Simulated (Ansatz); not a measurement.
# ZnS: the cost of one run

Program: Ansatz 0.2.0. Level of theory: DFT PBE, scalar-relativistic, plane waves, PAW. These are calculated values, not measurements.

2 further runs of the same task are left out: 2 that didn't finish.

## (1) The starting structure

Symmetry: P6_3mc, No. 186, hexagonal system. The conventional cell has a = 3.811 Å, b = 3.811 Å, c = 6.234 Å, α = 90.00°, β = 90.00°, γ = 120.00°. Zn (site symmetry 3m) has 4 S at 2.31 to 2.40 Å as nearest neighbours. Around S (site symmetry 3m) lie 4 Zn at 2.31 to 2.40 Å.

Structure file:

```
CELL_PARAMETERS angstrom
3.81100 0.00000 0.00000
-1.90550 3.30042 0.00000
0.00000 0.00000 6.23400
ATOMIC_POSITIONS crystal
Zn 0.33333 0.66667 0.00000
Zn 0.66667 0.33333 0.50000
S 0.33333 0.66667 0.38500
S 0.66667 0.33333 0.88500
```

No relaxation comes first: the listed cell is the starting point.

## (2) The reference cell

The reference gives a free energy of -8445.4207 eV, pressure 2.33 GPa, largest force 0.319 eV/Å and gap on the mesh 2.25 eV. It was computed beforehand with the settings of the runs below.

## (3) Setting up moving one atom along a line

Atom 3 (S) is moved by x along the Cartesian unit vector (0.000, 0.000, 1.000); the cell and all other atoms stay fixed. Forces below are components along that vector, summed over the moved atoms. In a periodic cell its images move with it.

## (4) At x = -0.450 Å

Contents of input.yaml:

```yaml
crystal:
  lattice:
    - [3.8109987816, 0.0, 0.0]
    - [-1.9054993908, 3.3004217586, 0.0]
    - [0.0, 0.0, 6.234]
  atoms:
    - { symbol: Zn, position: [0.3333333333, 0.6666666667, 0.0] }
    - { symbol: Zn, position: [0.6666666667, 0.3333333333, 0.5] }
    - { symbol: S, position: [0.3333333333, 0.6666666667, 0.3128152069] }
    - { symbol: S, position: [0.6666666667, 0.3333333333, 0.885] }
basis:
  ecutwfc: 420
kpoints:
  mp_grid: { grid: [12, 12, 6] }
hamiltonian:
  xc: pbe
scf:
  occupations: { method: gaussian, width: 0.05 }
output:
  forces: true
  stress: true
  eigenvalues: true
```

The run is started by

```bash
$ ansatz run input.yaml --threads 2 --pin off --max-ram 5120MiB --backend cpu --events-out ev --progress --plain --runs-dir out
```

**Question.** How long does this run take on 2 threads of Intel Xeon Platinum 8259CL at 2.50GHz (Skylake/Cascade Lake), shared host, and how much memory does it need?

About 7.8 s, with a peak of 0.48 GiB.
